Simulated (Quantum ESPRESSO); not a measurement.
Crystal: Se.

```
CELL_PARAMETERS angstrom
4.36620 0.00000 0.00000
-2.18310 3.78124 0.00000
0.00000 0.00000 4.95360
ATOMIC_POSITIONS crystal
Se 0.77460 0.77460 0.00000
Se 0.00000 0.22540 0.66667
Se 0.22540 0.00000 0.33333
```

Base run:

* Program: Quantum ESPRESSO 7.5
* Functional: WC
* Potentials or basis: GBRV 1.5 PBE
* Cutoff: 612 eV
* Density cutoff: 4898 eV
* k mesh: 6 × 6 × 6, shifted
* Occupations: fermi-dirac, width 0.05 eV
* Spin: no spin polarisation

Its results: pressure 0.3 GPa; largest force 0.370 eV/Å; electronic dielectric tensor (diagonal) 9.95, 9.95, 14.70.

Q: The run is repeated on the same cell with these changes: functional from WC to BLYP. What comes out?

A: Pressure 6.2 GPa; largest force 0.684 eV/Å; electronic dielectric tensor (diagonal) 9.24, 9.24, 13.98.

BLYP binds less tightly than WC, so the same cell stands under more pressure.

Caveats: the potentials were made for another functional, which shifts forces and pressure; the cell is more than 3 GPa from zero pressure, which shifts response properties (some runs).
